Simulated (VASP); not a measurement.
**GaN in VASP: one cell, several levels of theory**

Rocksalt GaN, under +3.0 % biaxial strain in x and y, free along z is computed at one geometry. Runs: PBE, r2SCAN. The results are then set beside those of Ansatz 0.2.0 for the same cell. This is a trial cell built on a prototype, not taken from a measured structure, and it needn't be the compound's ground state.

The runs shown are made with VASP 6.6.1. PAW datasets, plane waves. Values at 0 K without nuclear motion; spin polarisation is off, and the phase may be a hypothetical one.

## 1. The cell

The cell comes from an earlier relaxation with r2SCAN in another program, then strained, with the atoms relaxed again.

It is tetragonal, I4/mmm (No. 139); a = 3.071 Å, c = 4.103 Å in the conventional setting, 9.68 Å³ an atom. Around Ga lie 6 N at 2.05–2.17 Å; around N lie 6 Ga at 2.05–2.17 Å.

Coordinates:

Space group I4/mmm (No. 139). a = 3.071 Å, b = 3.071 Å, c = 4.103 Å, α = 90.00°, β = 90.00°, γ = 90.00°
```tsv
atom	site	symmetry	x	y	z
Ga	2a	4/mmm	0.0000	0.0000	0.0000
N	2b	4/mmm	0.0000	0.0000	0.5000
```

## 2. PBE at this geometry

INCAR reads:

```
ENCUT = 520.000000
SIGMA = 0.020000
EDIFF = 1.00e-07
GGA = PE
PREC = Accurate
IBRION = -1
ISIF = 2
ISMEAR = -1
NBANDS = 16
NELM = 120
NSW = 0
LASPH = .TRUE.
LCHARG = .FALSE.
LWAVE = .FALSE.
LREAL = .FALSE.
```

KPOINTS reads:

```
KPOINTS created by Atomic Simulation Environment
0
Gamma
10 10 10
0 0 0
```

KPOINTS_OPT reads:

```
special points
8
Reciprocal
0.0000000000 0.0000000000 0.0000000000 1
0.5000000000 0.0000000000 0.5000000000 1
0.6250000000 0.2500000000 0.6250000000 1
0.3750000000 0.3750000000 0.7500000000 1
0.5000000000 0.5000000000 0.5000000000 1
0.5000000000 0.2500000000 0.7500000000 1
0.0104170000 0.1875000000 -0.1796880000 1
0.5000000000 0.5000000000 0.0000000000 1
```

POSCAR reads:

```
Ga N
 1.0000000000000000
     0.0000000000000000    2.1717706912999999    2.0512806768999998
     2.1717706912999999    0.0000000000000000    2.0512806768999998
     2.1717706912999999    2.1717706912999999    0.0000000000000000
 Ga  N
   1   1
Cartesian
  0.0000000000000000  0.0000000000000000  0.0000000000000000
  2.1717706912999999  2.1717706912999999  2.0512806768999998
```

Potentials: the recommended PBE PAW datasets, 18 valence electrons in the neutral cell.

On the command line:

```sh
mpirun -np 1 vasp_std
```

Standard output, without the iteration lines:

```text
POSCAR found type information on POSCAR GaN
 POSCAR found :  2 types and       2 ions
 LDA part: xc-table for (Slater+PW92), standard interpolation
 POSCAR, INCAR and KPOINTS ok, starting setup
 FFT: planning ... GRIDC
 FFT: planning ... GRID_SOFT
 FFT: planning ... GRID
 WAVECAR not read
 entering main loop
 Start KPOINTS_OPT (optional k-point list driver)
k-point batch [1-8\8]
```

OSZICAR:

```text
N       E                     dE             d eps       ncg     rms          rms(c)
DAV:   1     0.774361028897E+02    0.77436E+02   -0.92249E+03  3656   0.211E+03
DAV:   2    -0.809350374400E+01   -0.85530E+02   -0.79178E+02  3752   0.326E+02
DAV:   3    -0.129557978104E+02   -0.48623E+01   -0.48422E+01  3800   0.662E+01
DAV:   4    -0.129997166935E+02   -0.43919E-01   -0.43914E-01  4088   0.665E+00
DAV:   5    -0.130002077237E+02   -0.49103E-03   -0.49102E-03  4016   0.646E-01    0.732E+00
DAV:   6    -0.112064057152E+02    0.17938E+01   -0.44556E+00  4728   0.393E+01    0.240E+00
DAV:   7    -0.111981623412E+02    0.82434E-02   -0.22677E-01  3848   0.532E+00    0.157E+00
DAV:   8    -0.111849311094E+02    0.13231E-01   -0.36099E-02  3712   0.221E+00    0.567E-01
DAV:   9    -0.111828720180E+02    0.20591E-02   -0.70765E-03  4000   0.185E+00    0.124E-01
DAV:  10    -0.111829089151E+02   -0.36897E-04   -0.63564E-04  3896   0.301E-01    0.304E-02
DAV:  11    -0.111828994169E+02    0.94982E-05   -0.48489E-05  4192   0.832E-02    0.936E-03
DAV:  12    -0.111829012120E+02   -0.17951E-05   -0.33471E-06  4216   0.326E-02    0.407E-03
DAV:  13    -0.111829011250E+02    0.87040E-07   -0.29238E-07  3552   0.514E-03
   1 F= -.11182901E+02 E0= -.11182882E+02  d E =-.387465E-04
       N       E                     dE             ncg
DAV:   1     0.271961546133E+04   -0.57693E+04      304
DAV:   2     0.210141881875E+04   -0.61820E+03      312
DAV:   3     0.206810238834E+04   -0.33316E+02      272
DAV:   4     0.206779854729E+04   -0.30384E+00      360
DAV:   5     0.206779548926E+04   -0.30580E-02      288
DAV:   6     0.206779540672E+04   -0.82538E-04      360
DAV:   7     0.206779540345E+04   -0.32758E-05      288
DAV:   8     0.206779540332E+04   -0.12939E-06      312
DAV:   9     0.206779540331E+04   -0.47344E-08      200
```

The lines after F= are the extra pass for the points of KPOINTS_OPT, at fixed density; their E is not a total energy.

Parts of OUTCAR:

```text
k-points           NKPTS =    102   k-points in BZ     NKDIM =    102   number of bands    NBANDS=     16

   NELECT =      18.0000    total number of electrons

   dimension x,y,z NGX =    24 NGY =   24 NGZ =   24
   dimension x,y,z NGXF=    48 NGYF=   48 NGZF=   48

  energy-cutoff  :      520.00
  volume of cell :       19.35
      direct lattice vectors                 reciprocal lattice vectors
     0.000000000  2.171770691  2.051280677    -0.230226884  0.230226884  0.243750163
     2.171770691  0.000000000  2.051280677     0.230226884 -0.230226884  0.243750163
     2.171770691  2.171770691  0.000000000     0.230226884  0.230226884 -0.243750163

 k-points in reciprocal lattice and weights: KPOINTS created by Atomic Simulation Env
   0.00000000  0.00000000  0.00000000       0.001
   0.10000000  0.00000000  0.00000000       0.008
   0.20000000  0.00000000  0.00000000       0.008
   0.30000000 -0.00000000  0.00000000       0.008
   0.40000000 -0.00000000  0.00000000       0.008
   0.50000000  0.00000000  0.00000000       0.004
   0.10000000  0.10000000  0.00000000       0.002
   0.20000000  0.10000000  0.00000000       0.008
[... 94 more k-points ...]

 E-fermi :   7.6858

 k-point     1 :       0.0000    0.0000    0.0000
  band No.  band energies     occupation
      1      -9.4958      2.00000
      2      -6.4176      2.00000
      3      -6.4176      2.00000
      4      -6.3963      2.00000
      5      -6.3625      2.00000
      6      -6.2752      2.00000
      7       6.7242      2.00000
      8       7.2747      2.00000
      9       7.2747      2.00000
     10       9.5740      0.00000
     11      22.0622      0.00000
     12      22.0622      0.00000
     13      22.3137      0.00000
     14      22.3138      0.00000
     15      22.5071      0.00000
     16      23.6332      0.00000

 k-point     2 :       0.1000    0.0000    0.0000
  band No.  band energies     occupation
      1      -9.3063      2.00000
      2      -6.4196      2.00000
      3      -6.4122      2.00000
      4      -6.3912      2.00000
      5      -6.3657      2.00000
      6      -6.2926      2.00000
      7       5.8199      2.00000
      8       7.0244      2.00000
      9       7.2665      2.00000
     10      10.5676      0.00000
     11      19.6382      0.00000
     12      20.6938      0.00000
     13      21.7389      0.00000
     14      22.8645      0.00000
     15      23.1136      0.00000
     16      24.2247      0.00000

 k-point     3 :       0.2000    0.0000    0.0000
  band No.  band energies     occupation
      1      -8.7582      2.00000
      2      -6.4471      2.00000
      3      -6.4374      2.00000
      4      -6.3952      2.00000
      5      -6.3244      2.00000
      6      -6.3072      2.00000
      7       3.8524      2.00000
      8       7.1196      2.00000
      9       7.2542      2.00000
     10      11.8527      0.00000
     11      17.5314      0.00000
     12      18.8868      0.00000
     13      20.3159      0.00000
     14      22.8688      0.00000
     15      24.3879      0.00000
     16      24.6753      0.00000

 k-point     4 :       0.3000   -0.0000    0.0000
  band No.  band energies     occupation
      1      -7.9297      2.00000
      2      -6.5054      2.00000
      3      -6.4793      2.00000
      4      -6.4314      2.00000
      5      -6.2720      2.00000
      6      -6.2570      2.00000
      7       1.8388      2.00000
      8       7.2578      2.00000
      9       7.2941      2.00000
     10      12.4107      0.00000
     11      16.5737      0.00000
     12      17.3589      0.00000
     13      18.8228      0.00000
     14      22.9385      0.00000
     15      26.2730      0.00000
     16      26.2746      0.00000

 k-point     5 :       0.4000   -0.0000    0.0000
  band No.  band energies     occupation
      1      -7.0356      2.00000
      2      -6.5535      2.00000
      3      -6.5309      2.00000
      4      -6.4503      2.00000
      5      -6.2340      2.00000
      6      -6.2006      2.00000
      7       0.1765      2.00000
      8       7.2773      2.00000
      9       7.4598      1.99998
     10      12.2560      0.00000
     11      16.3575      0.00000
     12      16.5590      0.00000
     13      17.7268      0.00000
     14      23.3889      0.00000
     15      28.5016      0.00000
     16      28.6063      0.00000

 k-point     6 :       0.5000    0.0000    0.0000
  band No.  band energies     occupation
      1      -6.5960      2.00000
      2      -6.5718      2.00000
      3      -6.5493      2.00000
      4      -6.4519      2.00000
      5      -6.2198      2.00000
      6      -6.1787      2.00000
      7      -0.5350      2.00000
      8       7.2891      2.00000
      9       7.5296      1.99919
     10      12.1078      0.00000
     11      16.0084      0.00000
     12      16.7150      0.00000
     13      17.2607      0.00000
     14      23.7079      0.00000
     15      30.3274      0.00000
     16      30.5122      0.00000

 k-point     7 :       0.1000    0.1000    0.0000
  band No.  band energies     occupation
      1      -9.2086      2.00000
      2      -6.4144      2.00000
      3      -6.3981      2.00000
      4      -6.3981      2.00000
      5      -6.3501      2.00000
      6      -6.3470      2.00000
      7       5.6348      2.00000
      8       6.9983      2.00000
      9       6.9983      2.00000
     10      10.9858      0.00000
     11      20.0458      0.00000
     12      20.4848      0.00000
     13      20.4848      0.00000
     14      21.6226      0.00000
     15      25.0451      0.00000
     16      25.0451      0.00000

 k-point     8 :       0.2000    0.1000    0.0000
  band No.  band energies     occupation
      1      -8.7584      2.00000
      2      -6.4376      2.00000
      3      -6.4218      2.00000
      4      -6.4041      2.00000
      5      -6.3557      2.00000
      6      -6.3145      2.00000
      7       4.2744      2.00000
      8       6.7649      2.00000
      9       6.9501      2.00000
     10      12.1411      0.00000
     11      18.0367      0.00000
     12      19.3840      0.00000
     13      19.6306      0.00000
     14      21.1793      0.00000
     15      25.7031      0.00000
     16      26.1900      0.00000

 k-point     9 :       0.3000    0.1000    0.0000
  band No.  band energies     occupation
      1      -8.0343      2.00000
      2      -6.4912      2.00000
      3      -6.4509      2.00000
      4      -6.4490      2.00000
      5      -6.2854      2.00000
      6      -6.2487      2.00000
      7       2.4285      2.00000
      8       6.6552      2.00000
      9       7.0243      2.00000
     10      12.8910      0.00000
     11      16.5968      0.00000
     12      18.0169      0.00000
     13      18.4143      0.00000
     14      22.0297      0.00000
     15      26.2651      0.00000
     16      27.5929      0.00000

 k-point    10 :       0.4000    0.1000    0.0000
  band No.  band energies     occupation
      1      -7.3043      2.00000
      2      -6.5379      2.00000
      3      -6.5039      2.00000
      4      -6.4005      2.00000
      5      -6.1946      2.00000
      6      -6.1222      2.00000
      7       0.7073      2.00000
      8       6.7112      2.00000
      9       6.9693      2.00000
     10      12.8990      0.00000
     11      15.6245      0.00000
     12      17.3114      0.00000
     13      17.9017      0.00000
     14      23.0246      0.00000
     15      27.3445      0.00000
     16      29.5287      0.00000

 k-point    11 :       0.5000    0.1000    0.0000
  band No.  band energies     occupation
      1      -7.0352      2.00000
      2      -6.5631      2.00000
      3      -6.5397      2.00000
      4      -6.3297      2.00000
      5      -6.1768      2.00000
      6      -5.7685      2.00000
      7      -0.3158      2.00000
      8       6.7533      2.00000
      9       6.9141      2.00000
     10      12.7397      0.00000
     11      15.0815      0.00000
     12      16.6088      0.00000
     13      18.2934      0.00000
     14      24.1369      0.00000
     15      28.3032      0.00000
     16      30.3349      0.00000

 k-point    12 :      -0.4000    0.1000    0.0000
  band No.  band energies     occupation
      1      -7.1860      2.00000
      2      -6.5530      2.00000
      3      -6.5439      2.00000
      4      -6.3288      2.00000
      5      -6.2032      2.00000
      6      -5.7913      2.00000
      7       0.0225      2.00000
      8       6.4444      2.00000
      9       7.1863      2.00000
     10      12.8646      0.00000
     11      14.9753      0.00000
     12      16.4648      0.00000
     13      18.5044      0.00000
     14      24.7297      0.00000
     15      28.0836      0.00000
     16      28.8935      0.00000

[... the tables of k-points 13 to 102 left out ...]

  Total       -0.0625737     -0.0625737      1.1576465      0.0000000      0.0000000      0.0000000
  in kB       -5.1810702     -5.1810702     95.8525142      0.0000000      0.0000000      0.0000000
  external PRESSURE =      28.4967912 kB  Pullay stress =       0.0000000 kB

 POSITION                                       TOTAL-FORCE (eV/Angst)
 -----------------------------------------------------------------------------------
      0.00000      0.00000      0.00000        -0.000000      0.000000     -0.000000
      2.17177      2.17177      2.05128         0.000000     -0.000000      0.000000
 -----------------------------------------------------------------------------------
    total drift:                                0.000000     -0.000000     -0.000000

  FREE ENERGIE OF THE ION-ELECTRON SYSTEM (eV)
  ---------------------------------------------------
  free  energy   TOTEN  =       -11.1829011250 eV

  energy  without entropy=      -11.1828623784  energy(sigma->0) =      -11.18288175
```

Hardware: 1 MPI rank of Intel Xeon Platinum 8488C, shared host.

The levels at the points of KPOINTS_OPT are read from vasprun.xml.

Levels at the named points, in eV from the top of band v (v: the last filled band by count, c: the next):

| point | v−1 | v | c | c+1 |
| --- | --- | --- | --- | --- |
| Γ | -0.34 | -0.34 | 1.96 | 14.45 |
| X | -3.26 | -2.47 | 0.64 | 8.03 |
| U | -5.74 | -1.93 | 3.29 | 8.84 |
| K | -5.50 | -2.34 | 2.57 | 8.53 |
| L | -0.33 | -0.09 | 4.49 | 8.39 |
| W | -5.28 | -4.34 | 4.61 | 9.30 |

The PBE gap is 0.12 eV and indirect ((0.01, 0.19, -0.18) to (0.50, 0.50, 0.00)), with 2.30 eV as the least direct one. Pressure: 2.85 GPa; the forces vanish within 0.01 eV/Å.

[end of part 1 of 2]
